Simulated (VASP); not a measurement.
The system is TiO2 (Rutile).

```
Ti O
1.0
     4.59220    0.00000    0.00000
     0.00000    4.59220    0.00000
     0.00000    0.00000    2.95740
Ti O
2 4
Direct
  0.00000 0.00000 0.00000
  0.50000 0.50000 0.50000
  0.30496 0.30496 0.00000
  0.19504 0.80496 0.50000
  0.69504 0.69504 0.00000
  0.80496 0.19504 0.50000
```

Base run:

```yaml
Program: VASP 6.6.1
Functional: PBEsol
Potentials_or_basis: VASP PAW PBE potentials, release 64 (Ti_sv, O)
Cutoff: 520 eV
k_mesh: 5 × 5 × 8
Occupations: fermi-dirac, width 0.02 eV
Spin: no spin polarisation
```

Its results: band gap on the k mesh 1.84 eV, direct; pressure -1.0 GPa; largest force 0.056 eV/Å.

**Question.** After a change of settings the same cell gave: band gap on the k mesh 1.87 eV, direct; pressure 6.1 GPa; largest force 0.126 eV/Å. Which change was it?
A. functional from PBEsol to LDA; potentials or basis from VASP PAW PBE potentials, release 64 (Ti_sv, O) to VASP PAW LDA potentials, release 64 (Ti_sv, O)
B. functional from PBEsol to HSE06; k mesh from 5 × 5 × 8 to 4 × 4 × 6
C. functional from PBEsol to PBE
D. functional from PBEsol to r2SCAN

**Answer.** C.

PBE binds less tightly than PBEsol, so the same cell stands under more pressure.

Caveats: an odd mesh through Γ misses points on the zone boundary, where band edges often lie; the PAW data sets were made with another functional, which shifts forces and pressure a little (some runs).

Not every run made on this cell is shown here.
